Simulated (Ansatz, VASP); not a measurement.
# One calculation of CdSe, two programs

```
Cd Se
1.0
     0.00000    3.07027    3.07027
     3.07027    0.00000    3.07027
     3.07027    3.07027    0.00000
Cd Se
1 1
Direct
  0.00000 0.00000 0.00000
  0.25000 0.25000 0.25000
```

Measurements of this composition are mostly on another form, of space group No. 186.

Alike in both runs: functional r2SCAN; k mesh 8 × 8 × 8; occupations fermi-dirac, width 0.05 eV; no spin polarisation.

```csv
,VASP,Ansatz
version,VASP 6.6.1,Ansatz 0.2.0
potentials or method,"VASP PAW PBE potentials, release 64 (Cd, Se)",Ansatz PAW
plane-wave cutoff (eV),520,500
valence electrons in the cell,18,36
task,single point,band structure
```

VASP gave:

* gap on the k mesh at the Fermi level (eV): 1.02
* least direct gap on the mesh (eV): 1.02
* pressure (GPa): 0.1

Task: What did Ansatz give for the same quantities?

Result: gap on the k mesh at the Fermi level (eV): 1.03; least direct gap on the mesh (eV): 1.03; pressure (GPa): -0.2.

The functional is the same, so the differences come from potentials, cutoffs and numerics. The two sets of potentials don't hold the same shells in valence.

Caveats: the PAW data sets were made with another functional, which shifts forces and pressure a little (VASP); the PAW data sets come from PBE, with cores solved anew for the run's functional, which leaves a small shift of forces and pressure (Ansatz). r2SCAN opens gaps a little over a GGA but as a rule still falls short of measured ones.
